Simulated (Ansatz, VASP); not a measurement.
## Cs: VASP beside Ansatz

```
Cs
1.0
     0.00000    3.14766    3.14766
     3.14766    0.00000    3.14766
     3.14766    3.14766    0.00000
Cs
1
Direct
  0.00000 0.00000 0.00000
```

Change from the starting cell: volume scaled by 0.65, LAPW.

Alike in both runs: task single point; functional LDA; k mesh 10 × 10 × 10; occupations fermi-dirac, width 0.1 eV; no spin polarisation.

|  | VASP | Ansatz |
| --- | --- | --- |
| version | VASP 6.6.1 | Ansatz 0.2.0 |
| potentials or method | VASP PAW LDA potentials, release 64 (Cs_sv), cutoff 520 eV | all-electron LAPW, scalar-relativistic |

```csv
,VASP,Ansatz,Ansatz less VASP
pressure (GPa),1.8,1.8,+0.01
```

Ansatz ran all-electron here, so the differences hold the error of VASP's frozen core and of both bases.

The runs have no spin-orbit coupling, so splittings on Cs are missing.
